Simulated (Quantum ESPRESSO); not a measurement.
Input of a Quantum ESPRESSO 7.5 run:

scf.in

```
&CONTROL
  calculation = 'scf'
  prefix = 'pwscf'
  outdir = './tmp'
  pseudo_dir = './pseudo'
/
&SYSTEM
  ibrav = 0
  nat = 3
  ntyp = 2
  ecutwfc = 84
  nbnd = 21
  occupations = 'smearing'
  smearing = 'fd'
  degauss = 0.00367493
  force_symmorphic = .true.
/
&ELECTRONS
  conv_thr = 6d-10
  electron_maxstep = 120
  mixing_beta = 0.5
/
ATOMIC_SPECIES
Pb   207.2000 Pb.upf
F     18.9984 F.upf
CELL_PARAMETERS angstrom
   0.0000000000    2.9636600000    2.9636600000
   2.9636600000    0.0000000000    2.9636600000
   2.9636600000    2.9636600000    0.0000000000
ATOMIC_POSITIONS crystal
Pb     0.0000000000    0.0000000000    0.0000000000
F      0.7500000000    0.7500000000    0.7500000000
F      0.2500000000    0.2500000000    0.2500000000
K_POINTS automatic
10 10 10 0 0 0
```

The input nscf.in:

```
&CONTROL
  calculation = 'nscf'
  prefix = 'pwscf'
  outdir = './tmp'
  pseudo_dir = './pseudo'
/
&SYSTEM
  ibrav = 0
  nat = 3
  ntyp = 2
  ecutwfc = 84
  nbnd = 34
  occupations = 'fixed'
  force_symmorphic = .true.
/
&ELECTRONS
  conv_thr = 1d-08
  diago_full_acc = .true.
  diago_thr_init = 1d-06
/
ATOMIC_SPECIES
Pb   207.2000 Pb.upf
F     18.9984 F.upf
CELL_PARAMETERS angstrom
   0.0000000000    2.9636600000    2.9636600000
   2.9636600000    0.0000000000    2.9636600000
   2.9636600000    2.9636600000    0.0000000000
ATOMIC_POSITIONS crystal
Pb     0.0000000000    0.0000000000    0.0000000000
F      0.7500000000    0.7500000000    0.7500000000
F      0.2500000000    0.2500000000    0.2500000000
K_POINTS automatic
10 10 10 0 0 0
```

Potentials or basis: PseudoDojo 0.4.1 SR PBEsol standard.

Launch:

```console
$ OMP_NUM_THREADS=1 pw.x -in scf.in > scf.out
$ OMP_NUM_THREADS=1 pw.x -in nscf.in > nscf.out
```

What does it give for the band gap on the k mesh, mean-field level?

4.33 eV, indirect (least direct gap 4.47 eV).

Caveat: spin-orbit coupling is left out, which as a rule narrows the gap of such compounds by several tenths of an eV. A hybrid or GW would open this gap; PBEsol tends to underestimate it.
